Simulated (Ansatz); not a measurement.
Sn:

```xyz
1
Lattice="-2.0292 2.0292 1.6608 2.0292 -2.0292 1.6608 2.0292 2.0292 -1.6608" Properties=species:S:1:pos:R:3 pbc="T T T"
Sn    0.0000    0.0000    0.0000
```

This isn't the form of Sn at room conditions, which is tetragonal (white tin).

| Item | Value |
| --- | --- |
| Program | Ansatz 0.2.0 |
| Task | relaxation of cell and atoms |
| Functional | HF |
| Potentials or basis | Ansatz PAW |
| Cutoff | 420 eV (not typed: the program's choice for these potentials) |
| k mesh | 5 × 5 × 5 |
| Occupations | fermi-dirac, width 0.05 eV |
| Spin | no spin polarisation |

At the start: volume 27.35 Å³/atom.

How do energy, volume and symmetry change on relaxing?

It ends after 6 steps and the volume is 31.57 Å³/atom (+15.4 %); space group I4/mmm (No. 139, to 0.05 Å).

The path:
| step | energy change (eV) | largest force (eV/Å) | volume (Å³) |
| --- | --- | --- | --- |
| 1 | 0.0000 | 0.0000 | 27.35 |
| 2 | -0.0898 | 0.0000 | 30.01 |
| 3 | -0.0998 | 0.0000 | 31.25 |
| 4 | -0.1003 | 0.0000 | 31.46 |
| 5 | -0.1004 | 0.0000 | 31.57 |
| 6 | -0.1021 | 0.0000 | 31.57 |

Final structure:
```
CELL_PARAMETERS angstrom
-2.10495 2.10495 1.78103
2.10495 -2.10495 1.78103
2.10495 2.10495 -1.78103
ATOMIC_POSITIONS crystal
Sn 0.00000 0.00000 0.00000
```

Caveat: the k mesh is coarse (spacing up to 0.49 Å⁻¹), so the values aren't converged, least of all with exact exchange; the volume moved by over 15 % at a fixed basis, so the end points are rough; the plane-wave basis is chosen anew once the cell has moved, so the energies of steps on either side of that aren't comparable; the PAW data sets come from PBE, with cores solved anew for the run's functional, which leaves a small shift of forces and pressure.
